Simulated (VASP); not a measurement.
# Input and output of a VASP r²SCAN single-point calculation on SrO (strained rocksalt)

INCAR

```
ISIF = 2
LCHARG = .FALSE.
ISMEAR = 0
LASPH = .TRUE.
EDIFF = 1E-7
ALGO = Normal
PREC = Accurate
NSW = 0
IBRION = -1
NBANDS = 15
NELM = 120
LREAL = .FALSE.
LWAVE = .FALSE.
ENCUT = 520
METAGGA = R2SCAN
SIGMA = 0.01
```

KPOINTS

```
KPOINTS created by Atomic Simulation Environment
0
Gamma
8 8 8
0 0 0
```

KPOINTS_OPT

```
special points
7
Reciprocal
0.0000000000 0.0000000000 0.0000000000 1
0.5000000000 0.0000000000 0.5000000000 1
0.6250000000 0.2500000000 0.6250000000 1
0.3750000000 0.3750000000 0.7500000000 1
0.5000000000 0.5000000000 0.5000000000 1
0.5000000000 0.2500000000 0.7500000000 1
0.0000000000 0.5000000000 0.5000000000 1
```

POSCAR

```
Sr O
 1.0000000000000000
     0.0285068023000000    2.5826002048999999    2.5826002048999999
     2.5826002048999999    0.0285068023000000    2.5826002048999999
     2.5826002048999999    2.5826002048999999    0.0285068023000000
 Sr  O
   1   1
Cartesian
  0.0000000000000000  0.0000000000000000  0.0000000000000000
  2.5968536060499994  2.5968536060499994  2.5968536060499994
```

VASP ran with the recommended PBE PAW datasets (16 valence electrons in the cell).

Command

```
mpirun -np 1 vasp_std
```

OSZICAR

```
N       E                     dE             d eps       ncg     rms          rms(c)
DAV:   1     0.509601008911E+02    0.50960E+02   -0.86703E+03  1950   0.107E+03
DAV:   2    -0.314146367341E+02   -0.82375E+02   -0.75574E+02  2719   0.228E+02
DAV:   3    -0.346604060865E+02   -0.32458E+01   -0.32248E+01  2606   0.406E+01
DAV:   4    -0.347195164012E+02   -0.59110E-01   -0.59101E-01  2234   0.543E+00
DAV:   5    -0.347209134130E+02   -0.13970E-02   -0.13970E-02  2448   0.679E-01    0.162E+01
DAV:   6    -0.269106549324E+02    0.78103E+01   -0.45028E+00  2741   0.170E+01    0.152E+01
DAV:   7    -0.270343312949E+02   -0.12368E+00   -0.18465E-01  1964   0.387E+00    0.864E+00
DAV:   8    -0.270530410369E+02   -0.18710E-01   -0.89118E-02  1999   0.314E+00    0.831E-01
DAV:   9    -0.270494794005E+02    0.35616E-02   -0.17220E-02  2461   0.124E+00    0.247E-01
DAV:  10    -0.270495378161E+02   -0.58416E-04   -0.16315E-03  2097   0.406E-01    0.126E-01
DAV:  11    -0.270497222395E+02   -0.18442E-03   -0.31012E-04  1992   0.174E-01    0.733E-02
DAV:  12    -0.270497207283E+02    0.15112E-05   -0.29380E-05  2510   0.452E-02    0.188E-02
DAV:  13    -0.270497183586E+02    0.23697E-05   -0.69372E-06  2468   0.259E-02    0.125E-02
DAV:  14    -0.270497181569E+02    0.20172E-06   -0.66265E-07  2313   0.745E-03    0.371E-03
DAV:  15    -0.270497179969E+02    0.15997E-06   -0.59263E-08  1103   0.223E-03    0.222E-03
DAV:  16    -0.270497179548E+02    0.42124E-07   -0.23424E-08  1066   0.135E-03
   1 F= -.27049718E+02 E0= -.27049718E+02  d E =-.595218-154
       N       E                     dE             ncg
DAV:   1     0.438466656951E+03   -0.43086E+04      210
DAV:   2    -0.696758764230E+02   -0.50814E+03      294
DAV:   3    -0.898545834912E+02   -0.20179E+02      297
DAV:   4    -0.902922735746E+02   -0.43769E+00      239
DAV:   5    -0.903018353340E+02   -0.95618E-02      273
DAV:   6    -0.903021788828E+02   -0.34355E-03      231
DAV:   7    -0.903021920432E+02   -0.13160E-04      259
DAV:   8    -0.903021925515E+02   -0.50831E-06      206
DAV:   9    -0.903021925683E+02   -0.16795E-07      196
```

From OUTCAR

```
k-points           NKPTS =     65   k-points in BZ     NKDIM =     65   number of bands    NBANDS=     15

   NELECT =      16.0000    total number of electrons

   dimension x,y,z NGX =    28 NGY =   28 NGZ =   28
   dimension x,y,z NGXF=    56 NGYF=   56 NGZF=   56

  energy-cutoff  :      520.00
  volume of cell :       33.88
      direct lattice vectors                 reciprocal lattice vectors
     0.028506802  2.582600205  2.582600205    -0.196838674  0.194689685  0.194689685
     2.582600205  0.028506802  2.582600205     0.194689685 -0.196838674  0.194689685
     2.582600205  2.582600205  0.028506802     0.194689685  0.194689685 -0.196838674

 k-points in reciprocal lattice and weights: KPOINTS created by Atomic Simulation Env
   0.00000000  0.00000000  0.00000000       0.002
   0.12500000  0.00000000 -0.00000000       0.012
   0.25000000  0.00000000 -0.00000000       0.012
   0.37500000  0.00000000  0.00000000       0.012
   0.50000000  0.00000000 -0.00000000       0.006
   0.12500000  0.12500000  0.00000000       0.012
   0.25000000  0.12500000  0.00000000       0.023
   0.37500000  0.12500000  0.00000000       0.023
   ...

 E-fermi :   1.5560

 k-point     1 :       0.0000    0.0000    0.0000
  band No.  band energies     occupation
      1     -32.1053      2.00000
      2     -14.6742      2.00000
      3     -13.1293      2.00000
      4     -13.1223      2.00000
      5     -13.1223      2.00000
      6       1.3339      2.00000
      7       1.3704      2.00000
      8       1.3704      2.00000
      9       6.0376      0.00000
     10       8.0079      0.00000
     11       8.2084      0.00000
     12       8.2084      0.00000
     13      10.4732      0.00000
     14      10.4732      0.00000
     15      14.6754      0.00000

 k-point     2 :       0.1250    0.0000   -0.0000
  band No.  band energies     occupation
      1     -32.0845      2.00000
      2     -14.9630      2.00000
      3     -13.1391      2.00000
      4     -13.1356      2.00000
      5     -12.8859      2.00000
      6       0.9383      2.00000
      7       1.1372      2.00000
      8       1.1772      2.00000
      9       6.7264      0.00000
     10       8.0045      0.00000
     11       8.3497      0.00000
     12       8.5293      0.00000
     13      10.8880      0.00000
     14      10.8885      0.00000
     15      15.7233      0.00000

 k-point     3 :       0.2500    0.0000   -0.0000
  band No.  band energies     occupation
      1     -32.0337      2.00000
      2     -15.4791      2.00000
      3     -13.1673      2.00000
      4     -13.1646      2.00000
      5     -12.4950      2.00000
      6       0.1291      2.00000
      7       0.7005      2.00000
      8       0.7569      2.00000
      9       7.9226      0.00000
     10       8.2695      0.00000
     11       9.2062      0.00000
     12       9.4029      0.00000
     13      11.9275      0.00000
     14      11.9295      0.00000
     15      17.8034      0.00000

 k-point     4 :       0.3750    0.0000    0.0000
  band No.  band energies     occupation
      1     -31.9822      2.00000
      2     -15.8855      2.00000
      3     -13.1985      2.00000
      4     -13.1896      2.00000
      5     -12.2144      2.00000
      6      -0.5234      2.00000
      7       0.3160      2.00000
      8       0.3861      2.00000
      9       8.2403      0.00000
     10       9.8017      0.00000
     11      10.2650      0.00000
     12      10.4729      0.00000
     13      13.2079      0.00000
     14      13.2247      0.00000
     15      17.8254      0.00000

 k-point     5 :       0.5000    0.0000   -0.0000
  band No.  band energies     occupation
      1     -31.9606      2.00000
      2     -16.0360      2.00000
      3     -13.2112      2.00000
      4     -13.1998      2.00000
      5     -12.1159      2.00000
      6      -0.7665      2.00000
      7       0.1686      2.00000
      8       0.2438      2.00000
      9       8.4895      0.00000
     10      10.4735      0.00000
     11      10.7829      0.00000
     12      10.9942      0.00000
     13      14.0586      0.00000
     14      14.0872      0.00000
     15      17.2603      0.00000

 k-point     6 :       0.1250    0.1250    0.0000
  band No.  band energies     occupation
      1     -32.0782      2.00000
      2     -14.9959      2.00000
      3     -13.1822      2.00000
      4     -13.1756      2.00000
      5     -12.8140      2.00000
      6       0.6193      2.00000
      7       1.2776      2.00000
      8       1.3031      2.00000
      9       6.7927      0.00000
     10       7.4345      0.00000
     11       8.7535      0.00000
     12       8.8764      0.00000
     13      10.6901      0.00000
     14      11.3066      0.00000
     15      16.0054      0.00000

 k-point     7 :       0.2500    0.1250    0.0000
  band No.  band energies     occupation
      1     -32.0381      2.00000
      2     -15.3294      2.00000
      3     -13.2323      2.00000
      4     -13.2082      2.00000
      5     -12.5977      2.00000
      6       0.1294      2.00000
      7       0.9871      2.00000
      8       1.0621      2.00000
      9       7.1467      0.00000
     10       7.8258      0.00000
     11       9.5355      0.00000
     12       9.6548      0.00000
     13      11.3017      0.00000
     14      12.1774      0.00000
     15      17.7663      0.00000

 k-point     8 :       0.3750    0.1250    0.0000
  band No.  band energies     occupation
      1     -31.9871      2.00000
      2     -15.6979      2.00000
      3     -13.2614      2.00000
      4     -13.2516      2.00000
      5     -12.3978      2.00000
      6      -0.2449      2.00000
      7       0.5065      2.00000
      8       0.6684      2.00000
      9       7.5356      0.00000
     10       9.0763      0.00000
     11      10.4826      0.00000
     12      10.6633      0.00000
     13      12.5574      0.00000
     14      13.1333      0.00000
     15      18.0335      0.00000

 k-point     9 :       0.5000    0.1250    0.0000
  band No.  band energies     occupation
      1     -31.9552      2.00000
      2     -15.9078      2.00000
      3     -13.3164      2.00000
      4     -13.2465      2.00000
      5     -12.2769      2.00000
      6      -0.4925      2.00000
      7       0.3115      2.00000
      8       0.3641      2.00000
      9       8.2912      0.00000
     10       9.4529      0.00000
     11      11.0479      0.00000
     12      11.5321      0.00000
     13      13.8034      0.00000
     14      14.1111      0.00000
     15      16.6128      0.00000

 k-point    10 :      -0.3750    0.1250    0.0000
  band No.  band energies     occupation
      1     -31.9617      2.00000
      2     -15.8779      2.00000
      3     -13.3514      2.00000
      4     -13.2035      2.00000
      5     -12.2678      2.00000
      6      -0.5039      2.00000
      7       0.2387      2.00000
      8       0.5307      2.00000
      9       8.2971      0.00000
     10       9.4667      0.00000
     11      10.5122      0.00000
     12      11.3033      0.00000
     13      13.6589      0.00000
     14      13.9786      0.00000
     15      16.8339      0.00000

 k-point    11 :      -0.2500    0.1250   -0.0000
  band No.  band energies     occupation
      1     -32.0027      2.00000
      2     -15.6239      2.00000
      3     -13.3261      2.00000
      4     -13.1538      2.00000
      5     -12.3938      2.00000
      6      -0.1889      2.00000
      7       0.4060      2.00000
      8       0.9119      2.00000
      9       7.7788      0.00000
     10       8.7615      0.00000
     11       9.4584      0.00000
     12      10.4834      0.00000
     13      12.4141      0.00000
     14      12.7775      0.00000
     15      18.4377      0.00000

 k-point    12 :      -0.1250    0.1250    0.0000
  band No.  band energies     occupation
      1     -32.0534      2.00000
      2     -15.2523      2.00000
      3     -13.2371      2.00000
      4     -13.1265      2.00000
      5     -12.6435      2.00000
      6       0.3808      2.00000
      7       0.7710      2.00000
      8       1.2058      2.00000
      9       7.5284      0.00000
     10       7.6949      0.00000
     11       8.6379      0.00000
     12       9.4480      0.00000
     13      11.2530      0.00000
     14      11.7251      0.00000
     15      17.1344      0.00000

 k-point    13 :       0.2500    0.2500    0.0000
  band No.  band energies     occupation
      1     -32.0133      2.00000
      2     -15.2907      2.00000
      3     -13.3146      2.00000
      4     -13.3030      2.00000
      5     -12.7360      2.00000
      6       0.0320      2.00000
      7       1.2040      2.00000
      8       1.2313      2.00000
      9       6.2479      0.00000
     10       8.0558      0.00000
     11      10.4240      0.00000
     12      10.5236      0.00000
     13      11.2703      0.00000
     14      12.5777      0.00000
     15      18.9609      0.00000

 ...

  Total        0.3921673      0.3921673      0.3921673     -0.1335322     -0.1335322     -0.1335322
  in kB       18.5451768     18.5451768     18.5451768     -6.3145953     -6.3145953     -6.3145953
  external PRESSURE =      18.5451768 kB  Pullay stress =       0.0000000 kB

 POSITION                                       TOTAL-FORCE (eV/Angst)
 -----------------------------------------------------------------------------------
      0.00000      0.00000      0.00000         0.000000      0.000000      0.000000
      2.59685      2.59685      2.59685        -0.000000     -0.000000     -0.000000
 -----------------------------------------------------------------------------------
    total drift:                                0.000000      0.000000      0.000000

  FREE ENERGIE OF THE ION-ELECTRON SYSTEM (eV)
  ---------------------------------------------------
  free  energy   TOTEN  =       -27.0497179548 eV

  energy  without entropy=      -27.0497179548  energy(sigma->0) =      -27.04971795
```

```yaml
gap_between_bands_v_and_c: 3.73 eV
least_direct_gap: 3.81 eV
pressure: 1.9 GPa
```

Band v is the last that the valence electrons fill when counted band by band, and c is the next.

The run took about 1.9 min on one core of a shared host (Intel Xeon Platinum 8488C) and held 0.2 GiB at most.
